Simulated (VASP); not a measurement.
# CdTe (F-43m) in VASP: a series of runs

The runs below take CdTe through single point, relaxation of cell and atoms, with PBE+D3(BJ).

Everything below comes from runs of VASP 6.6.1. Logs are shortened: lines on timing, memory, paths and dates and some standing lists are left out, and cuts for length are marked.

**What was measured.**

A printed reference work, data compilation reports, for a bulk crystal of CdTe at 0 K: band gap 1.607 eV.

How close the calculation comes is told below.

**1. The cell of the first run**

It takes space group F-43m (No. 216, cubic). The conventional cell has a = 6.517 Å, b = 6.517 Å, c = 6.517 Å, α = 90.00°, β = 90.00°, γ = 90.00°. Cd (site symmetry -43m) has 4 Te at 2.82 Å within 3.7 Å. Te (site symmetry -43m) has 4 Cd at 2.82 Å within 3.7 Å.

**2. Single point, PBE+D3(BJ)**

INCAR

```
PREC     = Accurate       # precision mode
ENCUT    = 520            # plane-wave cutoff, eV
EDIFF    = 1E-6           # SCF threshold, eV
ISMEAR   = 0              # smearing method
SIGMA    = 0.02           # smearing width, eV
LREAL    = F              # projectors in reciprocal space
LASPH    = T              # aspherical terms in the spheres
NELM     = 100            # most SCF steps
ALGO     = Normal         # electronic algorithm
ISIF     = 2              # what is computed and relaxed
LWAVE    = F              # write WAVECAR
LCHARG   = F              # write CHGCAR
GGA      = PE             # functional
IVDW     = 12             # dispersion correction
NBANDS   = 16             # bands
```

KPOINTS

```
regular mesh
0
Gamma
  8 8 8
```

POSCAR

```
CdTe
1.0
    0.0000000000      3.2583012200      3.2583012200
    3.2583012200      0.0000000000      3.2583012200
    3.2583012200      3.2583012200      0.0000000000
Cd Te
1 1
Direct
    0.0000000000      0.0000000000      0.0000000000
    0.7500000000      0.7500000000      0.7500000000
```

Potentials or basis: VASP PAW PBE potentials, release 64 (Cd, Te).

Run with:

```bash
cat potpaw_PBE.64/Cd/POTCAR potpaw_PBE.64/Te/POTCAR > POTCAR
mpirun -np 1 vasp_std > vasp.out
```

OUTCAR:

```text
PREC = Accurate
   ENCUT = 520
   EDIFF = 1E-6
   ISMEAR = 0
   LREAL = F
   LASPH = T
   NELM = 100
   ISIF = 2
   GGA = PE
   IVDW = 12
 IVDW          = 12

 ion  position               nearest neighbor table
   1  0.000  0.000  0.000-   2 2.82   2 2.82   2 2.82   2 2.82
   2  0.750  0.750  0.750-   1 2.82   1 2.82   1 2.82   1 2.82

  LATTYP: Found a face centered cubic cell.
 ALAT       =     6.5166024400

  Lattice vectors:

 A1 = (   0.0000000000,   3.2583012200,   3.2583012200)
 A2 = (   3.2583012200,   0.0000000000,   3.2583012200)
 A3 = (   3.2583012200,   3.2583012200,   0.0000000000)

Analysis of symmetry for initial positions (statically):
=====================================================================
 Subroutine PRICEL returns:
 Original cell was already a primitive cell.

 Routine SETGRP: Setting up the symmetry group for a
 face centered cubic supercell.

 Subroutine GETGRP returns: Found 24 space group operations
 (whereof 24 operations were pure point group operations)
 out of a pool of 48 trial point group operations.

The static configuration has the point symmetry T_d .

Analysis of symmetry for dynamics (positions and initial velocities):
=====================================================================
 Subroutine PRICEL returns:
 Original cell was already a primitive cell.

 Routine SETGRP: Setting up the symmetry group for a
 face centered cubic supercell.

 Subroutine GETGRP returns: Found 24 space group operations
 (whereof 24 operations were pure point group operations)
 out of a pool of 48 trial point group operations.

The dynamic configuration has the point symmetry T_d .

 Subroutine INISYM returns: Found 24 space group operations
 (whereof 24 operations are pure point group operations),
 and found     1 'primitive' translations

----------------------------------------------------------------------------------------

                                     Primitive cell

  volume of cell :      69.1837

  direct lattice vectors                    reciprocal lattice vectors
     0.000000000  3.258301220  3.258301220    -0.153454198  0.153454198  0.153454198
     3.258301220  0.000000000  3.258301220     0.153454198 -0.153454198  0.153454198
     3.258301220  3.258301220  0.000000000     0.153454198  0.153454198 -0.153454198

  length of vectors
     4.607933776  4.607933776  4.607933776     0.265790467  0.265790467  0.265790467

  position of ions in fractional coordinates (direct lattice)
     0.000000000  0.000000000  0.000000000
     0.750000000  0.750000000  0.750000000

  ion indices of the primitive-cell ions
   primitive index   ion index
                 1           1
                 2           2

----------------------------------------------------------------------------------------

 KPOINTS: regular mesh

Automatic generation of k-mesh.
 Grid dimensions read from file:
 generate k-points for:    8    8    8

 Generating k-lattice:

  Cartesian coordinates                     Fractional coordinates (reciprocal lattice)
    -0.019181775  0.019181775  0.019181775     0.125000000  0.000000000  0.000000000
     0.019181775 -0.019181775  0.019181775     0.000000000  0.125000000  0.000000000
     0.019181775  0.019181775 -0.019181775     0.000000000  0.000000000  0.125000000

  Length of vectors
     0.033223808  0.033223808  0.033223808

  Shift w.r.t. Gamma in fractional coordinates (k-lattice)
     0.000000000  0.000000000  0.000000000

 Subroutine IBZKPT returns following result:
 ===========================================

 Found     29 irreducible k-points:

 Following reciprocal coordinates:
            Coordinates               Weight
  0.000000  0.000000  0.000000      1.000000
  0.125000  0.000000  0.000000      8.000000
  0.250000  0.000000  0.000000      8.000000
  0.375000  0.000000  0.000000      8.000000
  0.500000  0.000000  0.000000      4.000000
  0.125000  0.125000  0.000000      6.000000
[... 16 lines left out ...]
  0.500000  0.250000  0.125000     48.000000
 -0.375000  0.250000  0.125000     24.000000
 [... further k-points ...]
   k-points           NKPTS =     29   k-points in BZ     NKDIM =     29   number of bands    NBANDS=     16
   number of dos      NEDOS =    301   number of ions     NIONS =      2
   total plane-waves  NPLWV =  46656
   dimension x,y,z NGX =    36 NGY =   36 NGZ =   36
   dimension x,y,z NGXF=    72 NGYF=   72 NGZF=   72
   ions per type =               1   1
   NGX,Y,Z   is equivalent  to a cutoff of  12.99, 12.99, 12.99 a.u.
   NGXF,Y,Z  is equivalent  to a cutoff of  25.98, 25.98, 25.98 a.u.
 SYSTEM =  unknown system
   PREC   = accura    normal or accurate (medium, high low for compatibility)
   ISTART =      0    job   : 0-new  1-cont  2-samecut
   ICHARG =      2    charge: 1-file 2-atom 10-const
   ISPIN  =      1    spin polarized calculation?
   LNONCOLLINEAR =      F non collinear calculations
   LSORBIT =      F    spin-orbit coupling
   LASPH  =      T    aspherical Exc in radial PAW
   ENCUT  =  520.0 eV  38.22 Ry    6.18 a.u.   8.57  8.57  8.57*2*pi/ulx,y,z
   NELM   =    100;   NELMIN=  2; NELMDL= -5     # of ELM steps
   EDIFF  = 0.1E-05   stopping-criterion for ELM
   LREAL  =      F    real-space projection
   EDIFFG = 0.1E-04   stopping-criterion for IOM
   NSW    =      0    number of steps for IOM
   IBRION =     -1    ionic relax: 0-MD 1-quasi-New 2-CG
   NFREE  =      0    steps in history (QN), initial steepest desc. (CG)
   ISIF   =      2    stress and relaxation
   ISYM   =      2    0-nonsym 1-usesym 2-fastsym
   POTIM  = 0.5000    time-step for ionic-motion
   TEBEG  =    0.0;   TEEND  =   0.0 temperature during run
   PSTRESS=    0.0 pullay stress
   NELECT =      18.0000    total number of electrons
   NUPDOWN=      -1.0000    fix difference up-down
   EMIN   =  10.00;   EMAX   =-10.00  energy-range for DOS
   EFERMI =   0.00;   METHOD = LEGACY
   ISMEAR =     0;   SIGMA  =   0.02  broadening in eV -4-tet -1-fermi 0-gaus
   EFERMI_NEDOS =   21; number of points for ismear=-14 and -15
   IALGO  =     38    algorithm
   IMIX   =      4    mixing-type and parameters
     AMIX     =   0.40;   BMIX     =  1.00
     AMIX_MAG =   1.60;   BMIX_MAG =  1.00
  volume/ion in A,a.u.               =      34.59       233.44
  Fermi-wavevector in a.u.,A,eV,Ry     =   1.045116  1.974983 14.861197  1.092267
  Thomas-Fermi vector in A             =   2.179898
   LORBIT       =      0    0 simple, 1 ext, 2 COOP (PROOUT), +10 PAW based schemes
   GGA     = PE    functional components
   LHFCALC =     F    Hartree Fock is set to
   AEXX    =    0.0000 exact exchange contribution
   IVDW    =    12    specifies the selected vdW correction
   LEPSILON=     F    determine dielectric tensor
   LRPA    =     F    only Hartree local field effects (RPA)
 non-spin polarized calculation
 Gauss-broadening in eV      SIGMA  =   0.02
  energy-cutoff  :      520.00
  volume of cell :       69.18
 maximum number of plane-waves:      1892
 NGX is ok and might be reduce to    36
   NGX = 17   NGY = 17   NGZ = 17

 number of electron      18.0000001 magnetization

 Free energy of the ion-electron system (eV)
  ---------------------------------------------------
  ext. energy  EPLUGINS =         0.00000000
  ---------------------------------------------------
  free energy    TOTEN  =        -4.79173874 eV

  energy without entropy =       -4.79173874  energy(sigma->0) =       -4.79173874

 E-fermi :   2.3096     XC(G=0):  -8.5121

 val. band max:        2.1981513230   @ k =   0.0000   0.0000   0.0000
 cond. band min:       2.9198827385   @ k =   0.0000   0.0000   0.0000
 fundamental gap:      0.7217314155
 Fermi energy:         2.3095740650

 k-point     1 :       0.0000    0.0000    0.0000
  band No.  band energies     occupation
      1      -8.8823      2.00000
      2      -6.0317      2.00000
      3      -6.0317      2.00000
      4      -6.0317      2.00000
      5      -5.7831      2.00000
      6      -5.7831      2.00000
[... 8 lines left out ...]
     15      11.5275      0.00000
     16      11.5275      0.00000

 k-point     2 :       0.1250    0.0000    0.0000
  band No.  band energies     occupation
      1      -8.8262      2.00000
      2      -6.0211      2.00000
      3      -6.0211      2.00000
      4      -5.9868      2.00000
      5      -5.7839      2.00000
      6      -5.7839      2.00000
[... 8 lines left out ...]
     15      10.8380      0.00000
     16      10.8380      0.00000

 k-point     3 :       0.2500    0.0000    0.0000
  band No.  band energies     occupation
      1      -8.6904      2.00000
      2      -5.9976      2.00000
      3      -5.9976      2.00000
      4      -5.8377      2.00000
      5      -5.7834      2.00000
      6      -5.7834      2.00000
[... 8 lines left out ...]
     15      10.6360      0.00000
     16      10.6360      0.00000

 k-point     4 :       0.3750    0.0000    0.0000
  band No.  band energies     occupation
      1      -8.5560      2.00000
      2      -5.9780      2.00000
      3      -5.9780      2.00000
      4      -5.7783      2.00000
      5      -5.7783      2.00000
      6      -5.5947      2.00000
[... 8 lines left out ...]
     15      11.4225      0.00000
     16      11.4225      0.00000

 k-point     5 :       0.5000    0.0000    0.0000
  band No.  band energies     occupation
      1      -8.5014      2.00000
      2      -5.9713      2.00000
      3      -5.9713      2.00000
      4      -5.7745      2.00000
      5      -5.7745      2.00000
      6      -5.4441      2.00000
[... 8 lines left out ...]
     15      12.4692      0.00000
     16      12.4692      0.00000

 k-point     6 :       0.1250    0.1250    0.0000
  band No.  band energies     occupation
      1      -8.8076      2.00000
      2      -6.0109      2.00000
      3      -6.0109      2.00000
      4      -5.9858      2.00000
      5      -5.7891      2.00000
      6      -5.7788      2.00000
[... 8 lines left out ...]
     15      10.7387      0.00000
     16      11.6627      0.00000
[... 267 lines left out ...]
 k-point    21 :       0.5000    0.5000    0.0000
  band No.  band energies     occupation
      1      -8.3856      2.00000
      2      -5.8807      2.00000
      3      -5.8761      2.00000
      4      -5.8761      2.00000
      5      -5.7538      2.00000
      6      -5.3104      2.00000
[... 8 lines left out ...]
     15      12.9810      0.00000
     16      13.7058      0.00000

 k-point    22 :       0.3750    0.2500    0.1250
  band No.  band energies     occupation
      1      -8.5912      2.00000
      2      -5.9708      2.00000
      3      -5.9595      2.00000
      4      -5.8272      2.00000
      5      -5.7739      2.00000
      6      -5.6971      2.00000
[... 8 lines left out ...]
     15      11.9623      0.00000
     16      12.5931      0.00000

 k-point    23 :       0.5000    0.2500    0.1250
  band No.  band energies     occupation
      1      -8.4863      2.00000
      2      -5.9520      2.00000
      3      -5.9425      2.00000
      4      -5.8088      2.00000
      5      -5.7737      2.00000
      6      -5.4820      2.00000
[... 8 lines left out ...]
     15      12.1409      0.00000
     16      12.8722      0.00000

 k-point    24 :      -0.3750    0.2500    0.1250
  band No.  band energies     occupation
      1      -8.4440      2.00000
      2      -5.9471      2.00000
      3      -5.9355      2.00000
      4      -5.7976      2.00000
      5      -5.7777      2.00000
      6      -5.3528      2.00000
[... 8 lines left out ...]
     15      12.2929      0.00000
     16      12.7754      0.00000

 [... further k-points ...]

------------------------ aborting loop because EDIFF is reached ----------------------------------------

 Edisp (eV)   -0.67072

 E8    (eV) :    -0.3009

  FORCE on cell =-STRESS in cart. coord.  units (eV):
  Direction    XX          YY          ZZ          XY          YZ          ZX
  --------------------------------------------------------------------------------------
  -------------------------------------------------------------------------------------
  Total       0.05813     0.05813     0.05813     0.00000    -0.00000     0.00000
  in kB       1.34628     1.34628     1.34628     0.00000    -0.00000     0.00000
  external pressure =        1.35 kB  Pullay stress =        0.00 kB

 VOLUME and BASIS-vectors are now :
 -----------------------------------------------------------------------------
  energy-cutoff  :      520.00
  volume of cell :       69.18
      direct lattice vectors                 reciprocal lattice vectors
     0.000000000  3.258301220  3.258301220    -0.153454198  0.153454198  0.153454198
     3.258301220  0.000000000  3.258301220     0.153454198 -0.153454198  0.153454198
     3.258301220  3.258301220  0.000000000     0.153454198  0.153454198 -0.153454198

 POSITION                                       TOTAL-FORCE (eV/Angst)
 -----------------------------------------------------------------------------------
      0.00000      0.00000      0.00000         0.000000      0.000000      0.000000
      4.88745      4.88745      4.88745        -0.000000     -0.000000     -0.000000
 -----------------------------------------------------------------------------------
    total drift:                                0.000000      0.000000      0.000000

  FREE ENERGIE OF THE ION-ELECTRON SYSTEM (eV)
  ---------------------------------------------------
  free  energy   TOTEN  =        -5.4624573363 eV

  energy  without entropy=       -5.4624573363  energy(sigma->0) =       -5.46245734
```

It took 28 s on 1 thread of Intel Xeon Platinum 8259CL at 2.50GHz (Skylake/Cascade Lake), shared host; peak memory 0.22 GiB.

Results:

- Free energy: -5.4625 eV
- Pressure: 0.1 GPa
- Band gap on the k mesh: 0.72 eV, direct
- Dispersion energy per atom: -0.335 eV

Caveat: spin-orbit coupling is left out, which moves the levels of the heavy elements.

(Part 1 of 2 ends here.)
